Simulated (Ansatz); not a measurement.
# KBr: all-electron results

```
CELL_PARAMETERS angstrom
4.04350 0.00000 0.00000
0.00000 4.04350 0.00000
0.00000 0.00000 4.04350
ATOMIC_POSITIONS crystal
K 0.00000 0.00000 0.00000
Br 0.50000 0.50000 0.50000
```

Atom numbers follow the list: K1, Br2.

Conventional cell: a = 4.043 Å, b = 4.043 Å, c = 4.043 Å, α = 90.00°, β = 90.00°, γ = 90.00°. Around K (atom 1) lie 8 Br at 3.50 Å. Br (atom 2) has 8 K at 3.50 Å as nearest neighbours.

Structure from Materials Project entry mp-570891 (possibly hypothetical), not relaxed further.

Methods: DFT, LDA, all-electron LAPW, scalar-relativistic (Ansatz 0.2.0); DFT, LDA, PAW with Ansatz's default frozen-core files, scalar-relativistic (Ansatz 0.2.0).

For LAPW: a Γ-centred 6×6×6 k mesh, Fermi–Dirac smearing of 0.01 eV, basis error target 1 meV/atom, no spin polarisation. PAW takes a cutoff of 420 eV at this cell (files made with PBE, cores remade for this functional). The Ansatz runs share mesh, smearing and spin set-up. Values come from LAPW unless marked.

```
Löwdin charges (with 0.07 e of the cell spilling out of the atomic basis, so their sizes and signs hang on that basis) : K1 0.72, Br2 -0.66 e
Volume per atom                                                                                                        : 33.06 Å³
```

**Question.** Give the computed value. Smallest direct gap on the path.

**Answer.** 3.74 eV.

**Question.** Give the computed value. Band gap.

**Answer.** 3.47 eV, indirect from M (0.5, 0.5, 0) to Γ.

**Question.** Give the computed value. Bader charges (from the PAW run).

**Answer.** K1 +0.82, Br2 -0.82 e.

**Question.** Give the computed value. Pressure at this cell.

**Answer.** -2.64 GPa.
